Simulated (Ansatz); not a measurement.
GaN under changes of volume

One of the cells (11.444 Å³/atom); the others are scaled copies at fixed shape and fractional positions:

```xyz
2
Lattice="0.0000 2.2535 2.2535 2.2535 0.0000 2.2535 2.2535 2.2535 0.0000" Properties=species:S:1:pos:R:3 pbc="T T T"
Ga    0.0000    0.0000    0.0000
N     1.1268    1.1268    1.1268
```

The cell is a database's computed one.

```yaml
Program: Ansatz 0.2.0
Functional: m-r2SCAN
Potentials_or_basis: Ansatz PAW
Cutoff: "500 eV (not typed: the program's choice for these potentials)"
k_mesh: 10 × 10 × 10
Occupations: fermi-dirac, width 0.05 eV
Spin: no spin polarisation
```

| volume (Å³/atom) | energy over the lowest point (meV/atom) | pressure (GPa) | gap on the mesh (eV) |
| --- | --- | --- | --- |
| 10.757 | 22.43 | 12.4 | 2.54 |
| 10.986 | 8.39 | 7.4 | 2.40 |
| 11.215 | 1.15 | 2.9 | 2.26 |
| 11.444 | 0.00 | -1.2 | 2.13 |
| 11.673 | ? | ? | ? |
| 11.902 | 13.57 | -8.1 | 1.86 |
| 12.131 | 27.21 | -11.0 | 1.74 |

Question: What does the run at 11.673 Å³/atom give?

Answer: Energy over the lowest point 4.32 meV/atom; pressure -4.8 GPa; gap on the mesh 1.99 eV.

Worked out: A Birch-Murnaghan fit of order 3 (a polynomial in V^(-2/3)) to the other rows has its minimum at 11.37 Å³/atom with B0 = V·E''(V) = 196 GPa and B' = 4.4. It gives 4.33 meV/atom at 11.673 Å³/atom, against the run's 4.32, and -dE/dV = -4.8 GPa, against -4.8. A straight line through the other rows of the gap, of slope -6.68 eV per unit of ln V (its deformation potential), gives 1.99 eV, against the run's 1.99.

Energies are extrapolated to zero smearing.

Caveats: the PAW data sets come from PBE, with cores solved anew for the run's functional, which leaves a small shift of forces and pressure.

Spin-orbit coupling on Ga is left out.
